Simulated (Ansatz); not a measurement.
Run this with the Python package of Ansatz (0.2.0) and show what comes out.

Contents of `zrn.extxyz`:
```text
2
Lattice="0.0 2.3 2.3 2.3 0.0 2.3 2.3 2.3 0.0" Properties=species:S:1:pos:R:3 pbc="T T T"
Zr    2.30000000    2.30000000    2.30000000
N     0.00000000    0.00000000    0.00000000
```

`kconv_zrn.py`:
```python
import logging
import sys

import ansatz as az
from tabulate import tabulate

logging.basicConfig(stream=sys.stdout, format='%(levelname)s:%(name)s:%(message)s')
logger = logging.getLogger('zrn')
logger.setLevel(logging.INFO)

SETTINGS = {
    'xc': 'lda',
    'filling': 'cold',
    'sigma': 0.15,
    'cutoff': 420,
}

crystal = az.Crystal.from_extxyz('zrn.extxyz')

job = (
    crystal.calculation()
    .functional(SETTINGS['xc'])
    .occupations(SETTINGS['filling'], width=SETTINGS['sigma'])
    .basis(SETTINGS['cutoff'])
    .stress()
)

rows = []
for value in [(3, 3, 3), (4, 4, 4), (5, 5, 5), (7, 7, 7), (8, 8, 8), (10, 10, 10)]:
    r = job.kpoints(mesh=value).run().report
    rows.append((value, r['free_energy_ev'] / len(r['lattice']['sites']), r['n_iterations'], sum(r['stress_gpa'][i][i] for i in range(3)) / 3, r['n_kpoints']))

print(tabulate(rows, headers=['mesh', 'F/atom (eV)', 'iterations', 'P (GPa)', 'k-points'], floatfmt='.4f', tablefmt='github'))

for row in rows[:-1]:
    shift = 1000 * (row[1] - rows[-1][1])
    logger.info(f'{row[0]}: {shift:+.2f} meV/atom' + ('  (within 1 meV)' if abs(shift) < 1 else ''))
```

```console
$ python kconv_zrn.py
| mesh         |   F/atom (eV) |   iterations |   P (GPa) |   k-points |
|--------------|---------------|--------------|-----------|------------|
| (3, 3, 3)    |    -2227.5577 |            5 |  -10.5660 |          4 |
| (4, 4, 4)    |    -2227.6335 |            5 |  -12.3786 |          8 |
| (5, 5, 5)    |    -2227.6528 |            6 |  -12.7236 |         10 |
| (7, 7, 7)    |    -2227.6391 |            5 |  -12.4670 |         20 |
| (8, 8, 8)    |    -2227.6368 |            6 |  -12.4291 |         29 |
| (10, 10, 10) |    -2227.6451 |            6 |  -12.6700 |         47 |
INFO:zrn:(3, 3, 3): +87.38 meV/atom
INFO:zrn:(4, 4, 4): +11.59 meV/atom
INFO:zrn:(5, 5, 5): -7.73 meV/atom
INFO:zrn:(7, 7, 7): +6.00 meV/atom
INFO:zrn:(8, 8, 8): +8.28 meV/atom
```

Spin is left out of this run. Of the deposited cell: the entry's cell lengths or inner coordinates differ somewhat from later room-temperature determinations. Pressure is positive in compression. At these settings the cell as given stands under about -13 GPa, so it isn't at this functional's equilibrium volume. The structure is a deposited one; some such entries were measured under pressure or heat, so a shift against it needn't be the functional's error alone. Shifts are counted from the finest mesh, which is itself no proven limit. By the engine's processor time: 1.9 s on 1 thread of Intel(R) Xeon(R) Processor @ 2.30GHz, on a shared host, peak memory 0.47 GiB.
